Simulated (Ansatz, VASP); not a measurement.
InAs in VASP and in Ansatz

```xyz
2
Lattice="0.0000 3.0132 3.0132 3.0132 0.0000 3.0132 3.0132 3.0132 0.0000" Properties=species:S:1:pos:R:3 pbc="T T T"
In    0.0000    0.0000    0.0000
As    1.5066    1.5066    1.5066
```

Alike in both runs: functional LDA; k mesh 12 × 12 × 12; occupations gaussian, width 0.1 eV; no spin polarisation.

Ansatz relaxed the structure, and its values are those at the end. VASP's run is a single point on that final structure, the one shown.

|  | VASP | Ansatz |
| --- | --- | --- |
| version | VASP 6.6.1 | Ansatz 0.2.0 |
| potentials or method | VASP PAW LDA potentials, release 64 (In_d, As) | scalar-relativistic, plane waves, PAW |
| plane-wave cutoff (eV) | 520 | 420 |
| valence electrons in the cell | 18 | 28 |

|  | VASP | Ansatz | Ansatz less VASP |
| --- | --- | --- | --- |
| gap on the k mesh at the Fermi level (eV) | none | none | - |
| pressure (GPa) | 0.1 | 0.0 | -0.16 |

A gap of «none» marks a metal or a gap that the smearing closes. The two sets of potentials don't hold the same shells in valence.
